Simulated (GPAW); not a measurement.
Runs of GPAW 26.7.0 on TaSi2. The structure is hexagonal, space group P6_422 (No. 181). Conventional cell: a = 4.784 Å, b = 4.784 Å, c = 6.570 Å, α = 90.00°, β = 90.00°, γ = 120.00°. Around Ta (site symmetry 222) lie 10 Si at 2.61 to 2.83 Å. Si (site symmetry 2) has 5 Si at 2.56 to 2.83 Å and 5 Ta at 2.61 to 2.83 Å as nearest neighbours. 

```csv
level,U,gap on the mesh (eV),pressure (GPa),largest force (eV/Å)
PBEsol+U,Ta d U = 3 eV,none,1.8,0.06
PBEsol+U,Ta d U = 2 eV,none,0.7,(b)
PBEsol+U,Ta d U = 5 eV,none,4.4,0.12
PBEsol+U,Ta d U = 4 eV,none,3.1,0.09
PBEsol+U,Ta d U = 6 eV,none,(d),0.15
PBEsol,-,none,(c),(a)
```

Alike in all rows: task single point; potentials or basis PAW data sets generated in the run's folder for this functional, pw; no spin polarisation; cell as given; k mesh 5 × 5 × 3; cutoff (eV) 600; smearing fermi-dirac 0.05 eV.

**Question.** Estimate the missing entries.

**Answer.** (a) 0.02; (b) 0.03; (c) -1.4; (d) 5.8.

Caveats: U without spin polarisation on a metal has little footing (some runs); the U is typed as a test and isn't derived for this compound (some runs).

A k mesh can miss the band edges, and the runs leave out spin-orbit coupling on Ta.

A gap of «none» marks a metal or a gap under the smearing width.
